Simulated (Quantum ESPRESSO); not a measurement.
# CoSi2 (Fm-3m) in Quantum ESPRESSO: equation of state, part 2 of 2

Quantum ESPRESSO 7.5. The steps go on from the part before.

## (3) Single point, PBEsol, collinear spin, ferromagnetic start, 12.29 Å³/atom

File pw.in:

```
&CONTROL
  calculation = 'scf'
  prefix = 'pwscf'
  outdir = './tmp'
  pseudo_dir = './pseudo'
  tprnfor = .true.
  tstress = .true.
  disk_io = 'nowf'
/
&SYSTEM
  ibrav = 0
  nat = 3
  ntyp = 2
  ecutwfc = 56
  ecutrho = 448
  nbnd = 22
  occupations = 'smearing'
  smearing = 'fd'
  degauss = 0.00367493
  nspin = 2
  starting_magnetization(1) = 0.1176
  starting_magnetization(2) = 0
/
&ELECTRONS
  conv_thr = 6d-10
  electron_maxstep = 120
  mixing_beta = 0.3
/
ATOMIC_SPECIES
Co    58.9332 co_pbesol_v1.2.uspp.F.UPF
Si    28.0850 si_pbesol_v1.uspp.F.UPF
CELL_PARAMETERS angstrom
   0.0000000000    2.6418063740    2.6418063740
   2.6418063740    0.0000000000    2.6418063740
   2.6418063740    2.6418063740    0.0000000000
ATOMIC_POSITIONS crystal
Co     0.0000000000    0.0000000000    0.0000000000
Si     0.7500000000    0.7500000000    0.7500000000
Si     0.2500000000    0.2500000000    0.2500000000
K_POINTS automatic
9 9 9 0 0 0
```

Potentials or basis: GBRV 1.5 PBEsol.

The run is started by

```bash
> OMP_NUM_THREADS=1 mpirun -n 2 pw.x -nk 2 -in pw.in > pw.out
```

pw.out:

```text
This program is part of the open-source Quantum ESPRESSO suite
     for quantum simulation of materials; please cite
         "P. Giannozzi et al., J. Phys.:Condens. Matter 21 395502 (2009);
         "P. Giannozzi et al., J. Phys.:Condens. Matter 29 465901 (2017);
         "P. Giannozzi et al., J. Chem. Phys. 152 154105 (2020);
     in publications or presentations arising from this work. More details at

     Message from routine setup:
     using ibrav=0 with symmetry is DISCOURAGED, use correct ibrav instead

     K-points division:     npool     =       2
     Subspace diagonalization in iterative solution of the eigenvalue problem:
     a serial algorithm will be used

     G-vector sticks info
     --------------------
     sticks:   dense  smooth     PW     G-vecs:    dense   smooth      PW
     Sum        1531     769    241                39885    14163    2421

     Using Slab Decomposition

     bravais-lattice index     =            0
     lattice parameter (alat)  =       7.0602  a.u.
     unit-cell volume          =     248.8454 (a.u.)^3
     number of atoms/cell      =            3
     number of atomic types    =            2
     number of electrons       =        25.00
     number of Kohn-Sham states=           22
     kinetic-energy cutoff     =      56.0000  Ry
     charge density cutoff     =     448.0000  Ry
     scf convergence threshold =      6.0E-10
     mixing beta               =       0.3000
     number of iterations used =            8  plain     mixing
     Exchange-correlation= SLA  PW   PSX  PSC
                           (   1   4  10   8   0   0   0)

     celldm(1)=   7.060165  celldm(2)=   0.000000  celldm(3)=   0.000000
     celldm(4)=   0.000000  celldm(5)=   0.000000  celldm(6)=   0.000000

     crystal axes: (cart. coord. in units of alat)
               a(1) = (   0.000000   0.707107   0.707107 )
               a(2) = (   0.707107   0.000000   0.707107 )
               a(3) = (   0.707107   0.707107   0.000000 )

     reciprocal axes: (cart. coord. in units 2 pi/alat)
               b(1) = ( -0.707107  0.707107  0.707107 )
               b(2) = (  0.707107 -0.707107  0.707107 )
               b(3) = (  0.707107  0.707107 -0.707107 )

     PseudoPot. # 1 for Co read from file:
     co_pbesol_v1.2.uspp.F.UPF
     Pseudo is Ultrasoft + core correction, Zval = 17.0
     Generated by new atomic code, or converted to UPF format
     Using radial grid of  863 points,  6 beta functions with:
                l(1) =   0
                l(2) =   0
                l(3) =   1
                l(4) =   1
                l(5) =   2
[... 72 lines left out ...]
        k(   35) = (  -0.0785674  -0.3928371   0.7071068), wk =   0.0329218

     Dense  grid:    39885 G-vectors     FFT dimensions: (  48,  48,  48)

     Smooth grid:    14163 G-vectors     FFT dimensions: (  36,  36,  36)

     Check: negative core charge=   -0.000010
     Generating pointlists ...
     new r_m :   0.2526 (alat units)  1.7834 (a.u.) for type    1
     new r_m :   0.2526 (alat units)  1.7834 (a.u.) for type    2

     Initial potential from superposition of free atoms

     starting charge      23.9987, renormalised to      25.0000
     Starting wfcs are   21 randomized atomic wfcs +    1 random wfcs

     Self-consistent Calculation

     iteration #  1     ecut=    56.00 Ry     beta= 0.30
     Davidson diagonalization with overlap
     ethr =  1.00E-02,  avg # of iterations =  5.6

     total energy              =    -311.93243761 Ry
     estimated scf accuracy    <      15.05850980 Ry
[... 164 lines left out ...]
     iteration # 18     ecut=    56.00 Ry     beta= 0.30
     Davidson diagonalization with overlap
     ethr =  1.03E-11,  avg # of iterations =  4.0

     Magnetic moment per site  (integrated on atomic sphere of radius R)
     atom   1 (R=0.253)  charge= 15.4571  magn=  0.0000
     atom   2 (R=0.253)  charge=  1.7019  magn= -0.0000
     atom   3 (R=0.253)  charge=  1.7019  magn= -0.0000

     End of self-consistent calculation

 ------ SPIN UP ------------

          k = 0.0000 0.0000 0.0000 (  1807 PWs)   bands (ev):

   -81.1860 -44.6565 -44.6565 -44.6565  -0.0978   9.0803   9.0803   9.0803
    11.3024  11.3024  14.5295  16.7755  16.7755  16.7755  16.9750  16.9750
    16.9750  19.1752  19.1752  19.1752  21.7153  21.7153

          k = 0.0786 0.0786-0.0786 (  1783 PWs)   bands (ev):
[... 199 lines left out ...]
   -81.1858 -44.6589 -44.6585 -44.6576   4.5279   5.3701   7.2919   7.4268
    10.7194  10.9801  11.3982  11.8454  12.6374  16.7723  17.4064  19.0031
    20.7448  22.7723  24.0358  26.0883  26.7836  27.3858

 ------ SPIN DOWN ----------

          k = 0.0000 0.0000 0.0000 (  1807 PWs)   bands (ev):

   -81.1860 -44.6564 -44.6564 -44.6564  -0.0979   9.0803   9.0803   9.0803
    11.3024  11.3024  14.5295  16.7754  16.7754  16.7754  16.9750  16.9750
    16.9750  19.1752  19.1752  19.1752  21.7152  21.7152

          k = 0.0786 0.0786-0.0786 (  1783 PWs)   bands (ev):
[... 199 lines left out ...]
   -81.1858 -44.6589 -44.6585 -44.6576   4.5279   5.3701   7.2919   7.4268
    10.7194  10.9801  11.3982  11.8454  12.6374  16.7722  17.4064  19.0031
    20.7448  22.7722  24.0358  26.0882  26.7836  27.3858

     the Fermi energy is    13.3182 ev

!    total energy              =    -317.51833423 Ry
     estimated scf accuracy    <          2.5E-11 Ry
     smearing contrib. (-TS)   =      -0.00073546 Ry
     internal energy E=F+TS    =    -317.51759877 Ry

     The total energy is F=E-TS. E is the sum of the following terms:
     one-electron contribution =    -234.08926975 Ry
     hartree contribution      =     130.59313284 Ry
     xc contribution           =     -41.28123824 Ry
     ewald contribution        =    -172.74022362 Ry

     total magnetization       =    -0.00 Bohr mag/cell
     absolute magnetization    =     0.00 Bohr mag/cell

     convergence has been achieved in  18 iterations

     Forces acting on atoms (cartesian axes, Ry/au):

     atom    1 type  1   force =     0.00000000    0.00000000   -0.00000000
     atom    2 type  2   force =    -0.00000000    0.00000000   -0.00000000
     atom    3 type  2   force =     0.00000000   -0.00000000    0.00000000

     Total force =     0.000000     Total SCF correction =     0.000000

     Computing stress (Cartesian axis) and pressure

          total   stress  (Ry/bohr**3)                   (kbar)     P=       32.09
   0.00021815   0.00000000   0.00000000           32.09        0.00        0.00
   0.00000000   0.00021815   0.00000000            0.00       32.09        0.00
   0.00000000   0.00000000   0.00021815            0.00        0.00       32.09

=------------------------------------------------------------------------------=
   JOB DONE.
=------------------------------------------------------------------------------=
```

It took 44 s on 2 MPI ranks of Arm Neoverse V2, shared host; peak memory 0.32 GiB.

Results:

```yaml
Free_energy: -4320.0570 eV
Pressure: 3.2 GPa
Band_gap_on_the_k_mesh: none (metal or under the smearing width)
Net_moment: 0.00 μB per cell
Absolute_moment: 0.00 μB per cell
Valence_electrons_inside_the_program's_atomic_spheres: Co 15.46; Si 1.70
```

Caveat: the starting moments collapsed, and a magnetic state may lie lower.

## (4) Single point, PBEsol, collinear spin, ferromagnetic start, 12.55 Å³/atom

pw.in: that of step 3 with these lines changed.

```diff
@@ -32,5 +32,5 @@
 CELL_PARAMETERS angstrom
-   0.0000000000    2.6418063740    2.6418063740
-   2.6418063740    0.0000000000    2.6418063740
-   2.6418063740    2.6418063740    0.0000000000
+   0.0000000000    2.6600263041    2.6600263041
+   2.6600263041    0.0000000000    2.6600263041
+   2.6600263041    2.6600263041    0.0000000000
 ATOMIC_POSITIONS crystal
```

The run is started by

```bash
> OMP_NUM_THREADS=1 mpirun -n 2 pw.x -nk 2 -in pw.in > pw.out
```

Wall time 47 s (2 MPI ranks of Arm Neoverse V2, shared host); peak memory 0.32 GiB.

It converged, with:

| Item | Value |
| --- | --- |
| Free energy | -4320.0626 eV |
| Pressure | -0.9 GPa |
| Band gap on the k mesh | none (metal or under the smearing width) |
| Net moment | 0.00 μB per cell |
| Absolute moment | 0.00 μB per cell |
| Valence electrons inside the program's atomic spheres | Co 15.48; Si 1.72 |

Caveat: the starting moments collapsed, and a magnetic state may lie lower.

## (5) Single point, PBEsol, collinear spin, ferromagnetic start, 12.80 Å³/atom

pw.in: that of step 4 with these lines changed.

```diff
@@ -32,5 +32,5 @@
 CELL_PARAMETERS angstrom
-   0.0000000000    2.6600263041    2.6600263041
-   2.6600263041    0.0000000000    2.6600263041
-   2.6600263041    2.6600263041    0.0000000000
+   0.0000000000    2.6780000000    2.6780000000
+   2.6780000000    0.0000000000    2.6780000000
+   2.6780000000    2.6780000000    0.0000000000
 ATOMIC_POSITIONS crystal
```

The run is started by

```bash
> OMP_NUM_THREADS=1 mpirun -n 2 pw.x -nk 2 -in pw.in > pw.out
```

Run time: 47 s. Hardware: 2 MPI ranks of Arm Neoverse V2, shared host; peak memory 0.32 GiB.

Results (log left out):

```
Free energy                                           : -4320.0495 eV
Pressure                                              : -4.6 GPa
Band gap on the k mesh                                : none (metal or under the smearing width)
Net moment                                            : 0.00 μB per cell
Absolute moment                                       : 0.00 μB per cell
Valence electrons inside the program's atomic spheres : Co 15.50; Si 1.73
```

Caveat: the starting moments collapsed, and a magnetic state may lie lower.

## (6) Single point, PBEsol, collinear spin, ferromagnetic start, 13.06 Å³/atom

pw.in: that of step 5 with these lines changed.

```diff
@@ -32,5 +32,5 @@
 CELL_PARAMETERS angstrom
-   0.0000000000    2.6780000000    2.6780000000
-   2.6780000000    0.0000000000    2.6780000000
-   2.6780000000    2.6780000000    0.0000000000
+   0.0000000000    2.6957356162    2.6957356162
+   2.6957356162    0.0000000000    2.6957356162
+   2.6957356162    2.6957356162    0.0000000000
 ATOMIC_POSITIONS crystal
```

Potentials or basis: GBRV 1.5 PBEsol.

The run is started by

```bash
> OMP_NUM_THREADS=1 mpirun -n 2 pw.x -nk 2 -in pw.in > pw.out
```

Run time: 50 s. Hardware: 2 MPI ranks of Arm Neoverse V2, shared host; peak memory 0.32 GiB.

Results (log left out):

* Free energy: -4320.0197 eV
* Pressure: -7.9 GPa
* Band gap on the k mesh: none (metal or under the smearing width)
* Net moment: 0.00 μB per cell
* Absolute moment: 0.00 μB per cell
* Valence electrons inside the program's atomic spheres: Co 15.51; Si 1.75

Caveat: the starting moments collapsed, and a magnetic state may lie lower.

## (7) Single point, PBEsol, collinear spin, ferromagnetic start, 13.32 Å³/atom

pw.in: that of step 6 with these lines changed.

```diff
@@ -32,5 +32,5 @@
 CELL_PARAMETERS angstrom
-   0.0000000000    2.6957356162    2.6957356162
-   2.6957356162    0.0000000000    2.6957356162
-   2.6957356162    2.6957356162    0.0000000000
+   0.0000000000    2.7132408834    2.7132408834
+   2.7132408834    0.0000000000    2.7132408834
+   2.7132408834    2.7132408834    0.0000000000
 ATOMIC_POSITIONS crystal
```

The run is started by

```bash
> OMP_NUM_THREADS=1 mpirun -n 2 pw.x -nk 2 -in pw.in > pw.out
```

It took 44 s on 2 MPI ranks of Arm Neoverse V2, shared host; peak memory 0.34 GiB.

Results (log left out):

```yaml
Free_energy: -4319.9751 eV
Pressure: -10.8 GPa
Band_gap_on_the_k_mesh: none (metal or under the smearing width)
Net_moment: 0.00 μB per cell
Absolute_moment: 0.00 μB per cell
Valence_electrons_inside_the_program's_atomic_spheres: Co 15.53; Si 1.76
```

Caveat: the starting moments collapsed, and a magnetic state may lie lower.

## (8) Single point, PBEsol, collinear spin, ferromagnetic start, 13.57 Å³/atom

pw.in: that of step 7 with these lines changed.

```diff
@@ -32,5 +32,5 @@
 CELL_PARAMETERS angstrom
-   0.0000000000    2.7132408834    2.7132408834
-   2.7132408834    0.0000000000    2.7132408834
-   2.7132408834    2.7132408834    0.0000000000
+   0.0000000000    2.7305231384    2.7305231384
+   2.7305231384    0.0000000000    2.7305231384
+   2.7305231384    2.7305231384    0.0000000000
 ATOMIC_POSITIONS crystal
```

The run is started by

```bash
> OMP_NUM_THREADS=1 mpirun -n 2 pw.x -nk 2 -in pw.in > pw.out
```

It took 49 s on 2 MPI ranks of Arm Neoverse V2, shared host; peak memory 0.32 GiB.

It converged, with:

| Quantity | Value |
| --- | --- |
| Free energy | -4319.9173 eV |
| Pressure | -13.4 GPa |
| Band gap on the k mesh | none (metal or under the smearing width) |
| Net moment | 0.00 μB per cell |
| Absolute moment | 0.00 μB per cell |
| Valence electrons inside the program's atomic spheres | Co 15.55; Si 1.78 |

Caveat: the starting moments collapsed, and a magnetic state may lie lower.

## (9) Equation of state, PBEsol, collinear spin, ferromagnetic start

Potentials or basis: GBRV 1.5 PBEsol.

No new run: the results of the series are fitted here.

What came out:

```yaml
Equilibrium_volume: 12.49 Å³/atom
Bulk_modulus: 194 GPa
Pressure_derivative_of_the_bulk_modulus: 4.6
```

Energy against volume, from the lowest point:
```csv
volume (Å³/atom),energy (meV/atom)
12.036,10.65
12.292,1.85
12.548,0.00
12.804,4.36
13.060,14.28
13.316,29.14
13.572,48.42
```
